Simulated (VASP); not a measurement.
A convergence study with VASP on ZnTe (zinc blende): one setting is varied, all else stays as given below, so the limit is that of these other settings. Each run relaxes cell and ions from the cell shown. The basis is that of the starting cell, so low cut-offs carry a Pulay error.

```yaml
crystal:
  lattice:
    - [0.00000, 3.05000, 3.05000]
    - [3.05000, 0.00000, 3.05000]
    - [3.05000, 3.05000, 0.00000]
  atoms:
    - { symbol: Zn, position: [0.00000, 0.00000, 0.00000] }
    - { symbol: Te, position: [0.25000, 0.25000, 0.25000] }
```

Level of theory: PBE GGA, VASP's PBE PAW potentials (set 64) (plane waves; VASP). The tightest run used: 700 eV cut-off, 6×6×6 Γ-centred mesh, Gaussian smearing of 0.050 eV, potentials Zn Te.

Gaps are read on the run's mesh, which can miss a band edge.

```json
[
 {"setting": "ENCUT = 200", "relaxed volume (Å³/atom)": "24.594", "E (eV/atom)": "-2.6129", "gap on the mesh (eV)": "1.969", "plane waves": "375"},
 {"setting": "ENCUT = 250", "relaxed volume (Å³/atom)": "28.141", "E (eV/atom)": "-2.5734", "gap on the mesh (eV)": "1.294", "plane waves": "531"},
 {"setting": "ENCUT = 300", "relaxed volume (Å³/atom)": "29.496", "E (eV/atom)": "-2.5896", "gap on the mesh (eV)": "1.067", "plane waves": "692"},
 {"setting": "ENCUT = 350", "relaxed volume (Å³/atom)": "29.474", "E (eV/atom)": "-2.5889", "gap on the mesh (eV)": "1.072", "plane waves": "869"},
 {"setting": "ENCUT = 400", "relaxed volume (Å³/atom)": "29.438", "E (eV/atom)": "-2.5883", "gap on the mesh (eV)": "1.080", "plane waves": "1056"}
]
```

Question: These are the cheaper rows. Estimate the results at ENCUT = 700, and how far the last row shown lies from them.

Answer: 
```
quantity                  tightest run  last row shown is off by
------------------------  ------------  ------------------------
relaxed volume (Å³/atom)        29.560                    -0.121
E (eV/atom)                    -2.5900                    0.0016
gap on the mesh (eV)             1.062                     0.017
```

Left out are rungs that failed or repeat a setting and relaxations that didn't move; long series are thinned to 24 rows.

The compound is ZnTe in the zinc blende structure.
